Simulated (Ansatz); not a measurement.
# A failing phonon run on InP at 4.7 GPa

Theory: DFT PBE, scalar-relativistic, plane waves, PAW (Ansatz 0.2.0).

Launched with:
```bash
ansatz run input.yaml --threads 1 --pin off --max-ram 1228MiB --backend cpu --events-out ev --progress --plain --runs-dir out
```

Input (bare energies are in eV):
```yaml
crystal:
  lattice:
    - [3.3776, 0.0, 0.0]
    - [0.0, 3.3776, 0.0]
    - [0.0, 0.0, 3.3776]
  atoms:
    - { symbol: In, position: [0.0, 0.0, 0.0] }
    - { symbol: P, position: [0.5, 0.5, 0.5] }
basis:
  ecutwfc: 420
kpoints:
  mp_grid: { grid: [12, 12, 12] }
hamiltonian:
  xc: pbe
scf:
  occupations: { method: fixed }
  max_iter: 80
output:
  eigenvalues: true
phonons:
  method: dfpt
```

The program ended with:
```
a DFPT response about bands that are each full or empty needs each spin channel's highest filled band to stand apart from its lowest empty one at every k-point that it solves. Channel 0 fills its lowest 9 bands, and at k = (0, 0, 0) (k in fractional coordinates) the highest filled band, 10.143661 eV, and the lowest empty band, 10.143661 eV, cannot be told apart: 7.105e-15 eV apart, within the solve's uncertainty, 1.000e-5 eV. If they are one level, only part of it is filled, and the response would follow whichever part the eigensolver returned. If the two levels are distinct, lower that …
```

Problem. What in the input causes this, and what does a sound run give?

Solution. The cause is occupations fixed. With this input instead (crystal left out)
```yaml
basis:
  ecutwfc: 420
kpoints:
  mp_grid: { grid: [12, 12, 12] }
hamiltonian:
  xc: pbe
scf:
  occupations: { method: fermi_dirac, width: 0.15 }
output:
  eigenvalues: true
phonons:
  method: dfpt
```
the run finishes and gives the optical modes at Γ (cm⁻¹, by rank, those that always equal the one before left out, no LO field; i marks imaginary):
| setting | mode 1 |
| --- | --- |
| reference run | 127 |
The cell is the ideal cubic caesium chloride prototype; this isn't the usual structure of the compound. In a metal, frequencies and elastic constants depend on the k mesh and the smearing, soft modes and shear constants most.

Cost: 2 runs of about 0.32 core-minutes in all, on Intel Xeon 6975P-C (Granite Rapids) (shared hosts).